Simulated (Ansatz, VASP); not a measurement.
## AlN: VASP beside Ansatz

```
Al N
1.0
     2.99600    0.00000    0.00000
    -1.49800    2.59461    0.00000
     0.00000    0.00000    4.35040
Al N
2 2
Direct
  0.33333 0.66667 0.98443
  0.66667 0.33333 0.48443
  0.33333 0.66667 0.40057
  0.66667 0.33333 0.90057
```

Alike in both runs: functional LDA; k mesh 9 × 9 × 6; occupations gaussian, width 0.05 eV; no spin polarisation.

Ansatz relaxed the structure, and its values are those at the end. VASP's run is a single point on that final structure, the one shown.

```csv
,VASP,Ansatz
version,VASP 6.6.1,Ansatz 0.2.0
potentials or method,"VASP PAW LDA potentials, release 64 (Al, N)","scalar-relativistic, plane waves, PAW"
plane-wave cutoff (eV),520,520
valence electrons in the cell,16,16
```

Ansatz gave:

```
gap on the k mesh at the Fermi level (eV) : 4.67
least direct gap on the mesh (eV)         : 5.26
rms of the force components (eV/Å)        : 0.000
```

Question: Which values does VASP return?

Answer: gap on the k mesh at the Fermi level (eV): 4.65; least direct gap on the mesh (eV): 5.27; rms of the force components (eV/Å): 0.007.

Ansatz warned: «pseudo_functional_mismatch».

Caveats: an odd mesh through Γ misses points on the zone boundary, where band edges often lie. LDA gaps usually lie below the measured ones, often by a third to a half.
